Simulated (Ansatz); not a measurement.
## Σ5 (210) boundary in bcc Mo with Bi (substitutional): structure and resistance

How much does the Σ5 (210) boundary in bcc Mo with Bi (substitutional) reflect electrons?

Program: Ansatz 0.2.0. Level of theory: Ansatz plane-wave DFT, PBE, PAW files; relaxation of a bicrystal slab with its lowest layers held; PAW set soft_1, in the first sound run; inputs show where later runs differ. Results are calculated unless marked as measured.

## (1) The structure

The cell holds 27 atoms: 26 Mo and 1 Bi. Its edges and angles: a = 7.037 Å, b = 3.147 Å, c = 30.000 Å, α = 90.0°, β = 90.0°, γ = 90.0°. It derives from Mo. built on the (2 1 0) plane; 2 overlapping atoms removed and the grains opened by 0 Å. Vacuum lies along c.

## (2) Relaxing the bicrystal

The boundary is built by mirroring the lower grain in the boundary plane and removing any atoms that overlap; then the Bi is put in at the boundary. A thin bicrystal slab is relaxed first, with the lowest layers held and the upper grain free to shift and open.

Input file input.yaml:

```yaml
crystal:
  lattice:
    - [7.0369059252, 0.0, 0.0]
    - [0.0, 3.147, 0.0]
    - [0.0, 0.0, 29.9996459975]
  atoms:
    - { symbol: Mo, position: [0.3999999999, 0.0, 0.1666686334] }
    - { symbol: Mo, position: [0.6999999999, 0.5, 0.1901252632] }
    - { symbol: Mo, position: [0.9999999999, 0.0, 0.2135818931] }
    - { symbol: Mo, position: [0.2999999999, 0.5, 0.237038523] }
    - { symbol: Mo, position: [0.6, 0.0, 0.2604951529] }
    - { symbol: Mo, position: [0.9, 0.5, 0.2839517827] }
    - { symbol: Mo, position: [0.2, 0.0, 0.3074084126] }
    - { symbol: Mo, position: [0.5, 0.5, 0.3308650425] }
    - { symbol: Mo, position: [0.8, 0.0, 0.3543216724] }
    - { symbol: Mo, position: [0.1, 0.5, 0.3777783022] }
    - { symbol: Mo, position: [0.4, 0.0, 0.4012349321] }
    - { symbol: Mo, position: [0.7, 0.5, 0.424691562] }
    - { symbol: Bi, position: [0.0, 0.0, 0.4481481919] }
    - { symbol: Mo, position: [0.4, 0.0, 0.4950614516] }
    - { symbol: Mo, position: [0.1, 0.5, 0.5185180815] }
    - { symbol: Mo, position: [0.8, 0.0, 0.5419747113] }
    - { symbol: Mo, position: [0.5, 0.5, 0.5654313412] }
    - { symbol: Mo, position: [0.2, 0.0, 0.5888879711] }
    - { symbol: Mo, position: [0.9, 0.5, 0.612344601] }
    - { symbol: Mo, position: [0.6, 0.0, 0.6358012308] }
    - { symbol: Mo, position: [0.2999999999, 0.5, 0.6592578607] }
    - { symbol: Mo, position: [0.9999999999, 0.0, 0.6827144906] }
    - { symbol: Mo, position: [0.6999999999, 0.5, 0.7061711205] }
    - { symbol: Mo, position: [0.3999999999, 0.0, 0.7296277503] }
    - { symbol: Mo, position: [0.0999999999, 0.5, 0.7530843802] }
    - { symbol: Mo, position: [0.7999999999, 0.0, 0.7765410101] }
    - { symbol: Mo, position: [0.4999999999, 0.5, 0.79999764] }
kpoints:
  mp_grid: { grid: [4, 7, 1] }
hamiltonian:
  xc: pbe
  pseudopotentials: { kind: paw, azcp: { folder: soft_1 } }
scf:
  occupations: { method: fermi_dirac, width: 0.1 }
relax:
  f_tol: 0.03
  max_steps: 80
  constraints: [{ sites: [0, 1, 2, 3, 4] }]
```

Launch:

```console
> ansatz run input.yaml --threads 4 --pin off --max-ram 15360MiB --backend cpu --events-out ev --progress --plain --runs-dir out
```

Numbers of over 12 decimals in the logs are rounded to 6 here.

Output:

```text
Engine: ansatz 0.2.0, aarch64-unknown-linux-gnu
Pseudopotentials: kind: paw
Pseudopotential: Mo, paw, valence charge 14, recommended cutoff 420 eV (normal), soft_1/Mo.paw.azcp
Pseudopotential: Bi, paw, valence charge 15, recommended cutoff 420 eV (normal), soft_1/Bi.paw.azcp
Functional definition: PBE
  parameter kappa = 0.804
  parameter beta = 0.066725
  exchange = pbe_x(kappa = kappa, mu = beta*pi^2/3)
  correlation = pbe_c(beta = beta)
Crystal: 27 atoms, lattice volume = 664.346 Å³
Basis set: ecut = 420 eV, 13009 PW (Γ), exchange–correlation on 96×48×432 points (8 copies of the dense FFT grid, shifted against one another)
Bands: 228, of which v1, the nominal top of the filled ones, is band 190 counted from 1 (189 counted from 0)
Symmetry: 2 space group operations
Space group: Pm (ITA 6), of the structure as read, at distance tolerance 8.7e-5 Å
k-points: 12 of 28 (time reversal used)
Non-local potential: Mo, projectors of the file, l = 0: 3, l = 1: 2, l = 2: 2, l = 3: 1
Non-local potential: Bi, projectors of the file, l = 0: 2, l = 1: 2, l = 2: 2, l = 3: 1
PAW form: soft (Blöchl's): semilocal exchange-correlation on the pseudo side does not see the compensation charge
PAW one-centre angular grid: Mo, 590 points (default); XC on 64 Gauss nodes
PAW one-centre angular grid: Bi, 590 points (default); XC on 64 Gauss nodes
Initial density: superposition of atomic densities (neutral atoms: chi_scale 0, normalization atom)
Initial wavefunctions: pseudopotential atomic-orbital guess
Functional: x = pbe(κ = 0.804, μ = 0.219515), c = pbe(β = 0.066725)
SCF iter   1: F=—  HF=-141263.138956 eV  |F-HF|=—  |Δ(HF+E_count)|=         —  Δρ=8.43e-2  dr2=2.13e2  ethr=3.10e-3  ⟨swp⟩=8.1  Hψ=12018  notcnv=0
preconditioner: auto → LDOS  [metal: Δε(μ)=0.011 eV  Ē_g=4.512 eV  σ=0.100 eV  W_gap=0.03  n_scr=176 (ndim 8)  ℏωp=18.3 eV  f_vac=0.289  D(μ)=23.58/eV (n_scr^D=186)  β→1.0]
SCF iter   2: F=—  HF=-141251.255316 eV  |F-HF|=—  |Δ(HF+E_count)|=    1.19e1  Δρ=6.04e-2  dr2=1.33e2  ethr=3.10e-3  ⟨swp⟩=4.0  Hψ=7482  notcnv=0
SCF iter   3: F=—  HF=-141243.234038 eV  |F-HF|=—  |Δ(HF+E_count)|=    8.02e0  Δρ=1.13e-2  dr2=2.55e0  ethr=3.10e-3  ⟨swp⟩=3.3  Hψ=6362  notcnv=0
SCF iter   4: F=—  HF=-141242.939781 eV  |F-HF|=—  |Δ(HF+E_count)|=   2.94e-1  Δρ=4.20e-3  dr2=2.45e-1  ethr=6.72e-4  ⟨swp⟩=3.7  Hψ=5594  notcnv=0
SCF iter   5: F=—  HF=-141242.907996 eV  |F-HF|=—  |Δ(HF+E_count)|=   3.18e-2  Δρ=1.44e-3  dr2=7.94e-2  ethr=6.47e-5  ⟨swp⟩=2.6  Hψ=4646  notcnv=0
SCF iter   6: F=—  HF=-141242.908441 eV  |F-HF|=—  |Δ(HF+E_count)|=   4.45e-4  Δρ=4.90e-4  dr2=6.21e-3  ethr=2.10e-5  ⟨swp⟩=1.4  Hψ=2948  notcnv=0
SCF iter   7: F=—  HF=-141242.910023 eV  |F-HF|=—  |Δ(HF+E_count)|=   1.58e-3  Δρ=1.49e-4  dr2=7.19e-4  ethr=1.64e-6  ⟨swp⟩=2.1  Hψ=3845  notcnv=0
SCF iter   8: F=—  HF=-141242.910074 eV  |F-HF|=—  |Δ(HF+E_count)|=   5.08e-5  Δρ=9.25e-5  dr2=1.59e-4  ethr=1.90e-7  ⟨swp⟩=2.0  Hψ=3812  notcnv=0
SCF iter   9: F=-141242.910056 eV  HF=-141242.910070 eV  |F-HF|=1.40e-5  |Δ(HF+E_count)|=   3.80e-6  Δρ=3.53e-5  dr2=1.82e-5  ethr=5.94e-9  ⟨swp⟩=3.2  Hψ=10820  notcnv=0
SCF 1 converged in 9 iterations: F = -141242.910056 eV  dr2 = 1.82e-5
  greatest PAW one-centre occupation: 0.999 electrons in one spin orbital (limit 2), on the Mo atom at site 16 (counted from 0), in its partial waves of l = 0
relax step   1: F+E_penalty+E_count = -141242.91005592 eV  Δ(F+E_penalty+E_count) = +0.000e0 eV  max|allowed force component| = 2.654e0 eV/Å  Δτ_max = 0.0000 Å  (9 SCF iters, dr2 threshold 2.25e-5 eV, accepted)
Initial density: handed on by an earlier stage of this run
Initial wavefunctions: those handed on with the density
iter 1 solved again at ethr=1.19e-3 eV; its pass at ethr=3.10e-3 eV (dr2=4.50e0 eV) is discarded
SCF iter   1: F=—  HF=-141244.288151 eV  |F-HF|=—  |Δ(HF+E_count)|=         —  Δρ=1.42e-2  dr2=4.32e0  ethr=1.19e-3  ⟨swp⟩=1.0  Hψ=9772  notcnv=0
preconditioner: auto → LDOS  [metal: Δε(μ)=0.015 eV  Ē_g=4.030 eV  σ=0.100 eV  W_gap=0.04  n_scr=176 (ndim 8)  ℏωp=18.3 eV  f_vac=0.294  D(μ)=21.77/eV (n_scr^D=164)  β→1.0]
SCF iter   2: F=—  HF=-141244.150741 eV  |F-HF|=—  |Δ(HF+E_count)|=   1.37e-1  Δρ=7.92e-3  dr2=1.14e0  ethr=1.14e-3  ⟨swp⟩=4.1  Hψ=5270  notcnv=0
SCF iter   3: F=—  HF=-141244.051156 eV  |F-HF|=—  |Δ(HF+E_count)|=   9.96e-2  Δρ=3.08e-3  dr2=1.61e-1  ethr=3.02e-4  ⟨swp⟩=2.7  Hψ=4775  notcnv=0
SCF iter   4: F=—  HF=-141244.032156 eV  |F-HF|=—  |Δ(HF+E_count)|=   1.90e-2  Δρ=5.41e-4  dr2=3.97e-3  ethr=4.24e-5  ⟨swp⟩=2.2  Hψ=3993  notcnv=0
SCF iter   5: F=—  HF=-141244.032898 eV  |F-HF|=—  |Δ(HF+E_count)|=   7.42e-4  Δρ=1.71e-4  dr2=3.63e-4  ethr=1.05e-6  ⟨swp⟩=3.1  Hψ=5307  notcnv=0
SCF iter   6: F=-141244.032926 eV  HF=-141244.032949 eV  |F-HF|=2.32e-5  |Δ(HF+E_count)|=   5.08e-5  Δρ=6.46e-5  dr2=5.38e-5  ethr=2.64e-8  ⟨swp⟩=3.1  Hψ=10528  notcnv=0
SCF 2 converged in 6 iterations: F = -141244.032926 eV  dr2 = 5.38e-5
relax step   2: F+E_penalty+E_count = -141244.03292560 eV  Δ(F+E_penalty+E_count) = -1.123e0 eV  max|allowed force component| = 7.395e-1 eV/Å  Δτ_max = 0.1948 Å  (6 SCF iters, dr2 threshold 1.00e-4 eV, accepted)
iter 1 solved again at ethr=5.66e-4 eV; its pass at ethr=3.10e-3 eV (dr2=2.15e0 eV) is discarded
SCF iter   1: F=—  HF=-141244.564646 eV  |F-HF|=—  |Δ(HF+E_count)|=         —  Δρ=1.80e-2  dr2=2.14e0  ethr=5.66e-4  ⟨swp⟩=1.2  Hψ=10056  notcnv=0
preconditioner: auto → LDOS  [metal: Δε(μ)=0.009 eV  Ē_g=4.035 eV  σ=0.100 eV  W_gap=0.02  n_scr=176 (ndim 8)  ℏωp=18.3 eV  f_vac=0.294  D(μ)=21.69/eV (n_scr^D=164)  β→1.0]
SCF iter   2: F=—  HF=-141244.388325 eV  |F-HF|=—  |Δ(HF+E_count)|=   1.76e-1  Δρ=7.00e-3  dr2=4.54e-1  ethr=5.65e-4  ⟨swp⟩=3.9  Hψ=5589  notcnv=0
SCF iter   3: F=—  HF=-141244.278507 eV  |F-HF|=—  |Δ(HF+E_count)|=   1.10e-1  Δρ=2.18e-3  dr2=5.73e-2  ethr=1.20e-4  ⟨swp⟩=2.3  Hψ=5296  notcnv=0
SCF iter   4: F=—  HF=-141244.268023 eV  |F-HF|=—  |Δ(HF+E_count)|=   1.05e-2  Δρ=5.93e-4  dr2=3.70e-3  ethr=1.51e-5  ⟨swp⟩=3.4  Hψ=5273  notcnv=0
SCF iter   5: F=—  HF=-141244.268690 eV  |F-HF|=—  |Δ(HF+E_count)|=   6.67e-4  Δρ=1.22e-4  dr2=1.58e-4  ethr=9.76e-7  ⟨swp⟩=2.2  Hψ=4725  notcnv=0
SCF iter   6: F=—  HF=-141244.268730 eV  |F-HF|=—  |Δ(HF+E_count)|=   4.08e-5  Δρ=6.52e-5  dr2=5.42e-5  ethr=4.16e-8  ⟨swp⟩=3.1  Hψ=4969  notcnv=0
SCF iter   7: F=-141244.268731 eV  HF=-141244.268730 eV  |F-HF|=5.06e-7  |Δ(HF+E_count)|=   2.05e-7  Δρ=1.55e-5  dr2=2.62e-6  ethr=9.02e-9  ⟨swp⟩=4.0  Hψ=7958  notcnv=0
SCF 3 converged in 7 iterations: F = -141244.268731 eV  dr2 = 2.62e-6
[...]
relax step   6: F+E_penalty+E_count = -141244.47824804 eV  Δ(F+E_penalty+E_count) = -6.123e-2 eV  max|allowed force component| = 1.653e-1 eV/Å  Δτ_max = 0.1956 Å  (7 SCF iters, dr2 threshold 5.82e-6 eV, accepted)
relax step   7: F+E_penalty+E_count = -141244.55068344 eV  Δ(F+E_penalty+E_count) = -7.244e-2 eV  max|allowed force component| = 2.431e-1 eV/Å  Δτ_max = 0.1939 Å  (7 SCF iters, dr2 threshold 4.96e-6 eV, accepted)
relax step   8: F+E_penalty+E_count = -141244.64483582 eV  Δ(F+E_penalty+E_count) = -9.415e-2 eV  max|allowed force component| = 2.995e-1 eV/Å  Δτ_max = 0.1943 Å  (7 SCF iters, dr2 threshold 5.04e-5 eV, accepted)
relax step   9: F+E_penalty+E_count = -141244.75196120 eV  Δ(F+E_penalty+E_count) = -1.071e-1 eV  max|allowed force component| = 4.197e-1 eV/Å  Δτ_max = 0.1950 Å  (6 SCF iters, dr2 threshold 8.97e-5 eV, accepted)
relax step  10: F+E_penalty+E_count = -141244.86172857 eV  Δ(F+E_penalty+E_count) = -1.098e-1 eV  max|allowed force component| = 4.059e-1 eV/Å  Δτ_max = 0.1936 Å  (6 SCF iters, dr2 threshold 1.00e-4 eV, accepted)
relax step  11: F+E_penalty+E_count = -141244.90672512 eV  Δ(F+E_penalty+E_count) = -4.500e-2 eV  max|allowed force component| = 2.938e-1 eV/Å  Δτ_max = 0.1938 Å  (6 SCF iters, dr2 threshold 1.00e-4 eV, accepted)
relax step  12: F+E_penalty+E_count = -141244.97719203 eV  Δ(F+E_penalty+E_count) = -7.047e-2 eV  max|allowed force component| = 3.162e-1 eV/Å  Δτ_max = 0.1935 Å  (6 SCF iters, dr2 threshold 4.52e-5 eV, accepted)
relax step  13: F+E_penalty+E_count = -141245.04895967 eV  Δ(F+E_penalty+E_count) = -7.177e-2 eV  max|allowed force component| = 2.263e-1 eV/Å  Δτ_max = 0.1938 Å  (6 SCF iters, dr2 threshold 5.24e-5 eV, accepted)
relax step  14: F+E_penalty+E_count = -141245.07199925 eV  Δ(F+E_penalty+E_count) = -2.304e-2 eV  max|allowed force component| = 1.085e-1 eV/Å  Δτ_max = 0.1942 Å  (7 SCF iters, dr2 threshold 2.62e-5 eV, accepted)
relax step  15: F+E_penalty+E_count = -141245.07520275 eV  Δ(F+E_penalty+E_count) = -3.203e-3 eV  max|allowed force component| = 7.151e-2 eV/Å  Δτ_max = 0.0308 Å  (6 SCF iters, dr2 threshold 2.71e-6 eV, accepted)
relax step  16: F+E_penalty+E_count = -141245.07650201 eV  Δ(F+E_penalty+E_count) = -1.299e-3 eV  max|allowed force component| = 2.265e-2 eV/Å  Δτ_max = 0.0142 Å  (5 SCF iters, dr2 threshold 1.18e-6 eV, accepted)
iter 1 solved again at ethr=1.47e-10 eV; its pass at ethr=3.10e-3 eV (dr2=5.55e-7 eV) is discarded
SCF iter   1: F=—  HF=-141245.076563 eV  |F-HF|=—  |Δ(HF+E_count)|=         —  Δρ=7.98e-6  dr2=5.54e-7  ethr=1.47e-10  ⟨swp⟩=1.8  Hψ=6581  notcnv=0
preconditioner: auto → LDOS  [metal: Δε(μ)=0.000 eV  Ē_g=4.034 eV  σ=0.100 eV  W_gap=0.00  n_scr=176 (ndim 8)  ℏωp=18.3 eV  f_vac=0.291  D(μ)=20.87/eV (n_scr^D=156)  β→1.0]
SCF iter   2: F=—  HF=-141245.076502 eV  |F-HF|=—  |Δ(HF+E_count)|=   6.11e-5  Δρ=4.55e-6  dr2=2.47e-7  ethr=1.46e-10  ⟨swp⟩=2.2  Hψ=5065  notcnv=0
SCF iter   3: F=—  HF=-141245.076502 eV  |F-HF|=—  |Δ(HF+E_count)|=   2.86e-8  Δρ=3.52e-6  dr2=1.70e-7  ethr=6.53e-11  ⟨swp⟩=2.9  Hψ=5813  notcnv=0
SCF iter   4: F=-141245.076502 eV  HF=-141245.076502 eV  |F-HF|=3.09e-9  |Δ(HF+E_count)|=   1.11e-8  Δρ=7.35e-7  dr2=6.02e-9  ethr=2.64e-11  ⟨swp⟩=2.6  Hψ=9553  notcnv=0
SCF 17 converged in 4 iterations: F = -141245.076502 eV  dr2 = 6.02e-9
relax step  17: F+E_penalty+E_count = -141245.07650231 eV  Δ(F+E_penalty+E_count) = -3.054e-7 eV  max|allowed force component| = 2.257e-2 eV/Å  Δτ_max = 0.0000 Å  (4 SCF iters, accepted)
SCF converged after 4 iterations
Free energy (F): -141245.076502 eV
Harris-Foulkes:  -141245.076502 eV  (|F-HF|=3.09e-9)
Internal energy: -141244.380896 eV  (E = F + TS)
E sigma→0 (E₀):  -141244.728699 eV
Entropy (-TS):   -0.695606 eV (-25.763 meV/atom)
Fermi energy:    12.068127 eV
--- Per-component energies (eV) ---
  E_band       = -4733.373086
  E_kinetic    = 11215.723423
  E_local      = -338314.684931  (includes V_loc(G=0)·N_el)
  E_nonlocal   = 4276.839897
  E_hartree    = 164185.040228
  E_xc         = -4719.107819
  E_vxc        = -5824.309092  (∫ρ·V_xc dr)
  E_paw        = -94176.860710  (= ΣΔE_a)
  E_vpaw       = -4457.024615  (= ΣTr[D̂ρ^β])
  E_aug_tail   = 0.001482  (compensation charges beyond the density's cutoff)
  E_ewald      = 116288.667534
  E_smearing   = -0.695606  (= −TS)
  E_closure    = -0.000000  (closes the sum)
  Σ components = -141245.076502   (vs F -141245.076502, Δ=0.00e0)
--- Forces (eV/Å), atoms counted from 1 ---
  atom   1  Mo     0.74324545     0.00000000     1.71622021
  atom   2  Mo    -0.96651355     0.00000000     0.08016220
  atom   3  Mo     0.03728896     0.00000000    -0.20980641
  atom   4  Mo     0.11114860     0.00000000    -1.05046486
  atom   5  Mo     0.08021565     0.00000000    -0.54040940
  atom   6  Mo    -0.00170771     0.00000000    -0.00186908
  atom   7  Mo     0.00105421     0.00000000    -0.00006502
  atom   8  Mo    -0.00152267     0.00000000     0.00346725
  atom   9  Mo    -0.00209140     0.00000000    -0.00304823
  atom  10  Mo     0.00178914     0.00000000     0.00827808
  atom  11  Mo     0.00287931     0.00000000    -0.00515041
  atom  12  Mo     0.00705596     0.00000000    -0.00097500
  atom  13  Bi    -0.00470150     0.00000000    -0.01953062
  atom  14  Mo    -0.00260171     0.00000000     0.00970469
  atom  15  Mo     0.00837709     0.00000000     0.00393097
  atom  16  Mo    -0.01109223     0.00000000     0.01395341
  atom  17  Mo    -0.00395725     0.00000000    -0.00883765
  atom  18  Mo    -0.00040760     0.00000000    -0.00175108
  atom  19  Mo     0.00282887     0.00000000    -0.00104732
  atom  20  Mo    -0.00067283     0.00000000    -0.00125669
  atom  21  Mo     0.00389177     0.00000000     0.00517662
  atom  22  Mo    -0.00743642     0.00000000    -0.00129383
  atom  23  Mo    -0.00051107     0.00000000    -0.00398258
  atom  24  Mo     0.01181320     0.00000000    -0.02090428
  atom  25  Mo    -0.00457044     0.00000000     0.00929361
  atom  26  Mo    -0.00149391     0.00000000    -0.00234669
  atom  27  Mo    -0.00239870     0.00000000     0.02257231
  max |Σ_I F_I| component: 9.08e-5 eV/Å
--- Relaxed structure (17 steps of the walk, 17 accepted, 0 SCFs on fresh bases) ---
  F+E_penalty+E_count = -141245.07650231 eV   max|allowed force component| = 2.257e-2 eV/Å
  atoms:
    - { symbol: Mo, position: [0.3999999999, 0.0, 0.166669] }
    - { symbol: Mo, position: [0.700000, 0.500000, 0.190125] }
    - { symbol: Mo, position: [1.000000, 0.0, 0.213582] }
    - { symbol: Mo, position: [0.300000, 0.500000, 0.237039] }
    - { symbol: Mo, position: [0.6, 0.0, 0.260495] }
    - { symbol: Mo, position: [0.899140, 0.500000, 0.282084] }
    - { symbol: Mo, position: [0.201517, 0.0, 0.307793] }
    - { symbol: Mo, position: [0.497685, 0.500000, 0.332230] }
    - { symbol: Mo, position: [0.799874, 0.0, 0.353168] }
    - { symbol: Mo, position: [0.093474, 0.500000, 0.375330] }
    - { symbol: Mo, position: [0.410820, 0.0, 0.403452] }
    - { symbol: Mo, position: [0.698795, 0.500000, 0.424249] }
    - { symbol: Bi, position: [0.052145, 0.0, 0.455951] }
    - { symbol: Mo, position: [0.676129, 0.0, 0.499006] }
    - { symbol: Mo, position: [0.382441, 0.500000, 0.518240] }
    - { symbol: Mo, position: [1.072715, 0.0, 0.548281] }
    - { symbol: Mo, position: [0.777540, 0.500000, 0.568664] }
    - { symbol: Mo, position: [0.472608, 0.0, 0.590388] }
    - { symbol: Mo, position: [1.176799, 0.500000, 0.615290] }
    - { symbol: Mo, position: [0.872657, 0.0, 0.639869] }
    - { symbol: Mo, position: [0.576993, 0.500000, 0.662127] }
    - { symbol: Mo, position: [1.278573, 0.0, 0.686688] }
    - { symbol: Mo, position: [0.978772, 0.500000, 0.708926] }
    - { symbol: Mo, position: [0.672710, 0.0, 0.734905] }
    - { symbol: Mo, position: [0.370376, 0.500000, 0.756640] }
    - { symbol: Mo, position: [1.070224, 0.0, 0.778710] }
    - { symbol: Mo, position: [0.789847, 0.500000, 0.797444] }
```

It took 20 min on 4 threads of Arm Neoverse V1, shared host; peak memory 3.4 GiB; 77 min of CPU time.

Relaxation path:

| step | energy less that of the first step (eV) | largest force component (eV/Å) |
| --- | --- | --- |
| 1 | 0.0000 | 2.6545 |
| 2 | -1.1229 | 0.7395 |
| 3 | -1.3587 | 0.2541 |
| 4 | -1.4342 | 0.4199 |
| 5 | -1.5070 | 0.1790 |
| 6 | -1.5682 | 0.1653 |
| 7 | -1.6406 | 0.2430 |
| 8 | -1.7348 | 0.2995 |
| 9 | -1.8419 | 0.4197 |
| 10 | -1.9517 | 0.4059 |
| 11 | -1.9967 | 0.2938 |
| 12 | -2.0671 | 0.3162 |
| 13 | -2.1389 | 0.2263 |
| 14 | -2.1619 | 0.1085 |
| 15 | -2.1651 | 0.0715 |
| 16 | -2.1664 | 0.0227 |
| 17 | -2.1664 | 0.0226 |

Forces are held to the 2 operations that the run works with; a distortion that breaks them can't arise in this run.

The atoms that moved most (Å):

| atom | dx | dy | dz | length |
| --- | --- | --- | --- | --- |
| Mo27 | 2.040 | 0.000 | -0.077 | 2.041 |
| Mo15 | 1.988 | 0.000 | -0.008 | 1.988 |
| Mo22 | 1.960 | 0.000 | 0.119 | 1.964 |
| Mo23 | 1.962 | 0.000 | 0.083 | 1.963 |
| Mo17 | 1.953 | 0.000 | 0.097 | 1.955 |
| Mo21 | 1.949 | 0.000 | 0.086 | 1.951 |
| Mo19 | 1.948 | 0.000 | 0.088 | 1.950 |
| Mo14 | 1.943 | 0.000 | 0.118 | 1.947 |

Final coordinates:

```cif
data_structure
_symmetry_space_group_name_H-M 'P 1'
_symmetry_Int_Tables_number 1
_cell_length_a 7.0369
_cell_length_b 3.1470
_cell_length_c 29.9996
_cell_angle_alpha 90.000
_cell_angle_beta 90.000
_cell_angle_gamma 90.000
_cell_volume 664.35
loop_
_atom_site_label
_atom_site_type_symbol
_atom_site_fract_x
_atom_site_fract_y
_atom_site_fract_z
_atom_site_occupancy
Mo1 Mo 0.40000 0.00000 0.16667 1
Mo2 Mo 0.70000 0.50000 0.19013 1
Mo3 Mo 0.00000 0.00000 0.21358 1
Mo4 Mo 0.30000 0.50000 0.23704 1
Mo5 Mo 0.60000 0.00000 0.26050 1
Mo6 Mo 0.89914 0.50000 0.28208 1
Mo7 Mo 0.20152 0.00000 0.30779 1
Mo8 Mo 0.49769 0.50000 0.33223 1
Mo9 Mo 0.79987 0.00000 0.35317 1
Mo10 Mo 0.09347 0.50000 0.37533 1
Mo11 Mo 0.41082 0.00000 0.40345 1
Mo12 Mo 0.69880 0.50000 0.42425 1
Bi13 Bi 0.05214 0.00000 0.45595 1
Mo14 Mo 0.67613 0.00000 0.49901 1
Mo15 Mo 0.38244 0.50000 0.51824 1
Mo16 Mo 0.07272 0.00000 0.54828 1
Mo17 Mo 0.77754 0.50000 0.56866 1
Mo18 Mo 0.47261 0.00000 0.59039 1
Mo19 Mo 0.17680 0.50000 0.61529 1
Mo20 Mo 0.87266 0.00000 0.63987 1
Mo21 Mo 0.57699 0.50000 0.66213 1
Mo22 Mo 0.27857 0.00000 0.68669 1
Mo23 Mo 0.97877 0.50000 0.70893 1
Mo24 Mo 0.67271 0.00000 0.73490 1
Mo25 Mo 0.37038 0.50000 0.75664 1
Mo26 Mo 0.07022 0.00000 0.77871 1
Mo27 Mo 0.78985 0.50000 0.79744 1
```

Numbers from this step:

* free energy: -141245.0765 eV
* energy at zero smearing: -141244.7287 eV
* Fermi energy: 12.07 eV

The largest force component on a free atom ends at 0.023 eV/Å, under the tolerance of 0.03, after 17 steps.

[end of part 1 of 2]

[Logs are printed without paths, hosts, clocks, repeated set-up lines and the standing remarks that a program may print on its own settings, such as how far it seeks lower states.]

[Hosts, paths, dates, database ids (printed as entryN), source tags and the programs' standing remarks are cut or masked in the printed files.]
